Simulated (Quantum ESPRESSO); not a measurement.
# Ta (Im-3m) in Quantum ESPRESSO: notebook, part 5 of 5

Quantum ESPRESSO 7.5. Earlier steps stand in the parts before.

## (6) Phonons, PBEsol

Contents of pw.in:

```
&CONTROL
  calculation = 'scf'
  prefix = 'pwscf'
  outdir = './tmp'
  pseudo_dir = './pseudo'
  tprnfor = .true.
  tstress = .true.
  disk_io = 'low'
/
&SYSTEM
  ibrav = 0
  A = 2.86010086
  nat = 1
  ntyp = 1
  ecutwfc = 58
  nbnd = 12
  occupations = 'smearing'
  smearing = 'mv'
  degauss = 0.01469973
/
&ELECTRONS
  conv_thr = 2d-10
  electron_maxstep = 120
  mixing_beta = 0.5
/
ATOMIC_SPECIES
Ta   180.9479 Ta.upf
CELL_PARAMETERS alat
  -0.5773502687    0.5773502687    0.5773502687
   0.5773502687   -0.5773502687    0.5773502687
   0.5773502687    0.5773502687   -0.5773502687
ATOMIC_POSITIONS alat
Ta     0.0000000000    0.0000000000    0.0000000000
K_POINTS automatic
11 11 11 0 0 0
```

Contents of relax.in:

```
&CONTROL
  calculation = 'vc-relax'
  prefix = 'pwscf'
  outdir = './tmp'
  pseudo_dir = './pseudo'
  tprnfor = .true.
  tstress = .true.
  disk_io = 'low'
  nstep = 40
  forc_conv_thr = 0.0001
  etot_conv_thr = 1d-06
/
&SYSTEM
  ibrav = 0
  A = 2.86010086
  nat = 1
  ntyp = 1
  ecutwfc = 58
  nbnd = 12
  occupations = 'smearing'
  smearing = 'mv'
  degauss = 0.01469973
/
&ELECTRONS
  conv_thr = 2d-10
  electron_maxstep = 120
  mixing_beta = 0.5
/
&IONS
  ion_dynamics = 'bfgs'
/
&CELL
  cell_dynamics = 'bfgs'
  press = 0
  press_conv_thr = 0.2
/
ATOMIC_SPECIES
Ta   180.9479 Ta.upf
CELL_PARAMETERS alat
  -0.5773502687    0.5773502687    0.5773502687
   0.5773502687   -0.5773502687    0.5773502687
   0.5773502687    0.5773502687   -0.5773502687
ATOMIC_POSITIONS alat
Ta     0.0000000000    0.0000000000    0.0000000000
K_POINTS automatic
11 11 11 0 0 0
```

Contents of scf2.in:

```
&CONTROL
  calculation = 'scf'
  prefix = 'pwscf'
  outdir = './tmp'
  pseudo_dir = './pseudo'
  tprnfor = .true.
  tstress = .true.
  disk_io = 'low'
/
&SYSTEM
  ibrav = 0
  A = 2.83989766
  nat = 1
  ntyp = 1
  ecutwfc = 58
  nbnd = 12
  occupations = 'smearing'
  smearing = 'mv'
  degauss = 0.01469973
/
&ELECTRONS
  conv_thr = 1d-13
  electron_maxstep = 120
  mixing_beta = 0.5
  startingpot = 'file'
  startingwfc = 'file'
/
ATOMIC_SPECIES
Ta   180.9479 Ta.upf
CELL_PARAMETERS alat
  -0.5773502688    0.5773502688    0.5773502688
   0.5773502688   -0.5773502688    0.5773502688
   0.5773502688    0.5773502688   -0.5773502688
ATOMIC_POSITIONS alat
Ta     0.0000000000    0.0000000000    0.0000000000
K_POINTS automatic
11 11 11 0 0 0
```

Contents of ph.in:

```
phonons of Ta
&INPUTPH
  prefix = 'pwscf'
  outdir = './tmp'
  tr2_ph = 1d-18
  fildyn = 'dyn'
  niter_ph = 90
  alpha_mix(1) = 0.4
/
0.4330127019 0.4330127019 0.0000000000
```

Potentials or basis: PseudoDojo 0.4.1 SR PBEsol standard.

Command:

```
OMP_NUM_THREADS=1 pw.x -in pw.in > pw.out
OMP_NUM_THREADS=1 pw.x -in relax.in > relax.out
OMP_NUM_THREADS=1 pw.x -in scf2.in > scf2.out
OMP_NUM_THREADS=1 ph.x -in ph.in > ph.out
```

pw.out:

```text
This program is part of the open-source Quantum ESPRESSO suite
     for quantum simulation of materials; please cite
[... 9 lines left out ...]
     --------------------
     sticks:   dense  smooth     PW     G-vecs:    dense   smooth      PW
     Sum         507     507    169                 7155     7155    1409

     Using Slab Decomposition

     bravais-lattice index     =            0
     lattice parameter (alat)  =       5.4048  a.u.
     unit-cell volume          =     121.5399 (a.u.)^3
     number of atoms/cell      =            1
     number of atomic types    =            1
     number of electrons       =        13.00
     number of Kohn-Sham states=           12
     kinetic-energy cutoff     =      58.0000  Ry
     charge density cutoff     =     232.0000  Ry
     scf convergence threshold =      2.0E-10
     mixing beta               =       0.5000
     number of iterations used =            8  plain     mixing
     Exchange-correlation= PBESOL
                           (   1   4  10   8   0   0   0)

     celldm(1)=   5.404807  celldm(2)=   0.000000  celldm(3)=   0.000000
     celldm(4)=   0.000000  celldm(5)=   0.000000  celldm(6)=   0.000000

     crystal axes: (cart. coord. in units of alat)
               a(1) = (  -0.577350   0.577350   0.577350 )
               a(2) = (   0.577350  -0.577350   0.577350 )
               a(3) = (   0.577350   0.577350  -0.577350 )

     reciprocal axes: (cart. coord. in units 2 pi/alat)
               b(1) = (  0.000000  0.866025  0.866025 )
               b(2) = (  0.866025  0.000000  0.866025 )
               b(3) = (  0.866025  0.866025  0.000000 )

     PseudoPot. # 1 for Ta read from file:
     Ta.upf
     Pseudo is Norm-conserving + core correction, Zval = 13.0
     Generated using ONCVPSP code by D. R. Hamann
     Using radial grid of 1432 points,  8 beta functions with:
                l(1) =   0
                l(2) =   0
                l(3) =   1
                l(4) =   1
                l(5) =   2
                l(6) =   2
                l(7) =   3
                l(8) =   3

     atomic species   valence    mass     pseudopotential
     Ta               13.00   180.94790     Ta( 1.00)

     48 Sym. Ops., with inversion, found

   Cartesian axes

     site n.     atom                  positions (alat units)
         1        Ta     tau(   1) = (   0.0000000   0.0000000   0.0000000  )

     number of k points=    56  Marzari-Vanderbilt smearing, width (Ry)=  0.0147
                       cart. coord. in units 2pi/alat
        k(    1) = (   0.0000000   0.0000000   0.0000000), wk =   0.0015026
        k(    2) = (   0.0787296   0.0787296   0.0000000), wk =   0.0180316
        k(    3) = (   0.1574592   0.1574592   0.0000000), wk =   0.0180316
        k(    4) = (   0.2361887   0.2361887   0.0000000), wk =   0.0180316
        k(    5) = (   0.3149183   0.3149183   0.0000000), wk =   0.0180316
        k(    6) = (   0.3936479   0.3936479   0.0000000), wk =   0.0180316
[... 48 lines left out ...]
        k(   55) = (  -0.7872958  -0.0787296  -0.0787296), wk =   0.0120210
        k(   56) = (  -0.0000000  -0.0000000   0.7872958), wk =   0.0090158

     Dense  grid:     7155 G-vectors     FFT dimensions: (  27,  27,  27)

     Initial potential from superposition of free atoms

     starting charge      12.9992, renormalised to      13.0000
     Starting wfcs are   10 randomized atomic wfcs +    2 random wfcs

     Self-consistent Calculation

     iteration #  1     ecut=    58.00 Ry     beta= 0.50
     Davidson diagonalization with overlap
     ethr =  1.00E-02,  avg # of iterations =  3.5

     Threshold (ethr) on eigenvalues was too large:
     Diagonalizing with lowered threshold

     Davidson diagonalization with overlap
     ethr =  1.76E-04,  avg # of iterations =  2.3

     total energy              =    -130.16080949 Ry
     estimated scf accuracy    <       0.02387419 Ry

     iteration #  2     ecut=    58.00 Ry     beta= 0.50
     Davidson diagonalization with overlap
     ethr =  1.84E-04,  avg # of iterations =  1.9

     total energy              =    -130.16283195 Ry
     estimated scf accuracy    <       0.00163787 Ry

     iteration #  3     ecut=    58.00 Ry     beta= 0.50
     Davidson diagonalization with overlap
     ethr =  1.26E-05,  avg # of iterations =  2.4

     total energy              =    -130.16301007 Ry
     estimated scf accuracy    <       0.00011570 Ry
[... 12 lines left out ...]
     total energy              =    -130.16301447 Ry
     estimated scf accuracy    <       0.00000011 Ry

     iteration #  6     ecut=    58.00 Ry     beta= 0.50
     Davidson diagonalization with overlap
     ethr =  8.71E-10,  avg # of iterations =  2.0

     total energy              =    -130.16301449 Ry
     estimated scf accuracy    <          4.8E-10 Ry

     iteration #  7     ecut=    58.00 Ry     beta= 0.50
     Davidson diagonalization with overlap
     ethr =  3.71E-12,  avg # of iterations =  2.1

     End of self-consistent calculation

          k = 0.0000 0.0000 0.0000 (   935 PWs)   bands (ev):

   -48.8240 -14.7318 -14.7318 -14.7318  10.3655  19.0064  19.0064  19.0064
    22.2787  22.2787  32.8988  32.8988

          k = 0.0787 0.0787 0.0000 (   933 PWs)   bands (ev):

   -48.8149 -14.8332 -14.7631 -14.7323  10.7303  18.7727  18.9266  19.3672
    21.9298  22.2810  33.2150  33.5292

          k = 0.1575 0.1575 0.0000 (   921 PWs)   bands (ev):

   -48.7903 -15.0979 -14.8463 -14.7338  11.7183  18.2073  18.5492  20.4196
    21.5785  22.3360  33.6612  35.3993

          k = 0.2362 0.2362 0.0000 (   905 PWs)   bands (ev):

   -48.7580 -15.4302 -14.9532 -14.7359  12.9528  17.5676  18.1325  21.7801
    22.0641  22.5245  32.8237  34.3285
[... 248 lines left out ...]
   -48.6388 -15.6050 -15.4730 -15.4244  14.9707  15.1163  22.0054  22.0243
    24.9394  25.8349  29.4048  30.2023

          k =-0.7873-0.0787-0.0787 (   889 PWs)   bands (ev):

   -48.6321 -15.5666 -15.5666 -15.4359  14.8360  14.8360  21.9851  24.1864
    24.1864  28.0616  28.0616  28.2119

          k =-0.0000-0.0000 0.7873 (   880 PWs)   bands (ev):

   -48.6256 -15.5557 -15.5378 -15.5378  14.5782  14.6213  24.1072  24.1072
    24.9340  26.2685  28.0978  28.0978

     the Fermi energy is    18.2642 ev

!    total energy              =    -130.16301449 Ry
     estimated scf accuracy    <          2.0E-11 Ry
     smearing contrib. (-TS)   =       0.00051677 Ry
     internal energy E=F+TS    =    -130.16353126 Ry

     The total energy is F=E-TS. E is the sum of the following terms:
     one-electron contribution =     -16.85924001 Ry
     hartree contribution      =      14.64881678 Ry
     xc contribution           =     -29.40528456 Ry
     ewald contribution        =     -98.54782347 Ry

     convergence has been achieved in   7 iterations

     Forces acting on atoms (cartesian axes, Ry/au):

     atom    1 type  1   force =     0.00000000    0.00000000    0.00000000

     Total force =     0.000000     Total SCF correction =     0.000000

     Computing stress (Cartesian axis) and pressure

          total   stress  (Ry/bohr**3)                   (kbar)     P=      -43.08
  -0.00029283   0.00000000   0.00000000          -43.08        0.00        0.00
   0.00000000  -0.00029283   0.00000000            0.00      -43.08        0.00
   0.00000000   0.00000000  -0.00029283            0.00        0.00      -43.08

=------------------------------------------------------------------------------=
   JOB DONE.
=------------------------------------------------------------------------------=
```

It took 6 min on 1 thread of Intel Xeon at 2.50GHz (Skylake/Cascade Lake), shared host; peak memory 0.09 GiB.

Results:

* Free energy: -1770.9632 eV
* Relaxed volume: 17.63 Å³/atom
* Relaxed cell: a = 2.840 Å, b = 2.840 Å, c = 2.840 Å, α = 109.47°, β = 109.47°, γ = 109.47°
* Space group after relaxing (to 0.05 Å): Im-3m (No. 229)
* Pressure after relaxing: 0.0 GPa
* Band gap on the k mesh: none (metal or under the smearing width)
* Highest phonon frequency at the q point run: 140 cm⁻¹

The path:
```
step  energy change (eV)  largest force (eV/Å)  pressure (GPa)  volume (Å³)
   1              0.0000                0.0000           -4.31        18.01
   2             -0.0052                0.0000            0.16        17.62
   3             -0.0052                0.0000           -0.01        17.63
```

Final structure:
```yaml
crystal:
  lattice:
    - [-1.63962, 1.63962, 1.63962]
    - [1.63962, -1.63962, 1.63962]
    - [1.63962, 1.63962, -1.63962]
  atoms:
    - { symbol: Ta, position: [0.00000, 0.00000, 0.00000] }
```

Levels at points of the mesh, in eV from the Fermi level:
| k point | band 3 | band 4 | band 5 | band 6 | band 7 | band 8 | band 9 | band 10 |
| --- | --- | --- | --- | --- | --- | --- | --- | --- |
| (0.00, 0.00, 0.00) | -32.91 | -32.91 | -7.98 | 0.74 | 0.74 | 0.74 | 4.09 | 4.09 |

Phonon frequencies in cm⁻¹ (negative: imaginary):
| q point | frequencies |
| --- | --- |
| (0.000, 0.000, 0.500) | 77 96 140 |

Phonon modes at q = (0.000, 0.000, 0.500) in reciprocal lattice units:
```csv
mode,symmetry,cm⁻¹
1,B_2u,77
2,B_3u,96
3,B_1u,140
```

Caveat: the q point doesn't lie on the k mesh, which can shift a metal's frequencies strongly unless the mesh is converged. The run has no spin-orbit coupling, so splittings on Ta are missing.

## (7) Overview

| task | level | potentials or basis | k mesh | form of the LDA correlation | q mesh | gap on the mesh (eV) | pressure (GPa) |
| --- | --- | --- | --- | --- | --- | --- | --- |
| phonon dispersion | LDA | PseudoDojo 0.4.1 SR LDA standard | 12 × 12 × 12 | PW92 | 2 × 2 × 2 | none | 0.0 |
| phonon dispersion | PBE | PseudoDojo 0.4.1 SR PBE standard | 12 × 12 × 12 | - | 2 × 2 × 2 | none | 0.0 |
| phonon dispersion | PBEsol | PseudoDojo 0.4.1 SR PBEsol standard | 12 × 12 × 12 | - | 2 × 2 × 2 | none | 0.0 |
| phonons | PBEsol | PseudoDojo 0.4.1 SR PBEsol standard | 11 × 11 × 11 | - | - | none | 0.0 |

Alike in all rows: no spin polarisation; cell relaxed; cutoff (eV) 789; smearing cold 0.2 eV.

Caveats: the q point doesn't lie on the k mesh, which can shift a metal's frequencies strongly unless the mesh is converged (some runs).

Total energies depend on the potentials used, so only differences within one code and one set of settings carry meaning.
